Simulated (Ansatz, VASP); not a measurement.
## Two plane-wave programs on SnTe

INCAR

```
SYSTEM = SnTe
PREC = Accurate
ENCUT = 520
EDIFF = 1E-6
ISMEAR = -1
SIGMA = 0.05
LREAL = .False.
LASPH = .True.
NELM = 60
ALGO = Normal
ISIF = 2
LWAVE = .False.
LCHARG = .False.
GGA = PS
IVDW = 13
NBANDS = 17
```

Contents of KPOINTS:

```
Automatic mesh
0
Gamma
  7 7 7
  0 0 0
```

File POSCAR:

```
SnTe
1.0
    0.0000000000      3.1082657258      3.1082657258
    3.1082657258      0.0000000000      3.1082657258
    3.1082657258      3.1082657258      0.0000000000
Te Sn
1 1
Direct
    0.5000000000      0.5000000000      0.5000000000
    0.0000000000      0.0000000000      0.0000000000
```

Contents of input.yaml:

```yaml
crystal:
  lattice:
    - [0.0, 3.1082657258, 3.1082657258]
    - [3.1082657258, 0.0, 3.1082657258]
    - [3.1082657258, 3.1082657258, 0.0]
  atoms:
    - { symbol: Te, position: [0.5, 0.5, 0.5] }
    - { symbol: Sn, position: [0.0, 0.0, 0.0] }
hamiltonian:
  xc: pbesol
  pseudopotentials: { kind: paw }
  dispersion: d4
kpoints:
  mp_grid: { grid: [7, 7, 7] }
scf:
  occupations: { method: fermi_dirac, width: 0.05 }
output:
  forces: true
  stress: true
  eigenvalues: true
```

Alike in both runs: task single point; functional PBEsol; dispersion D4; k mesh 7 × 7 × 7; occupations fermi-dirac, width 0.05 eV; no spin polarisation.

|  | VASP | Ansatz |
| --- | --- | --- |
| version | VASP 6.6.1 | Ansatz 0.2.0 |
| potentials or method | VASP PAW PBE potentials, release 64 (Te, Sn_d) | Ansatz PAW |
| plane-wave cutoff (eV) | 520 | 420 |
| valence electrons in the cell | 20 | 30 |

Ansatz gave:

```
gap on the k mesh at the Fermi level (eV) : 0.67
least direct gap on the mesh (eV)         : 0.67
pressure (GPa)                            : 0.3
dispersion energy (meV/atom)              : -263.1
```

Problem. What did VASP give for the same quantities?

Solution. gap on the k mesh at the Fermi level (eV): 0.66; least direct gap on the mesh (eV): 0.66; pressure (GPa): 0.3; dispersion energy (meV/atom): -262.9.

The two sets of potentials don't hold the same shells in valence.

Caveats: the PAW data sets were made with another functional, which shifts forces and pressure a little (VASP); the PAW data sets come from PBE, with cores solved anew for the run's functional, which leaves a small shift of forces and pressure (Ansatz). Spin-orbit coupling is left out, which matters for the levels of Te.
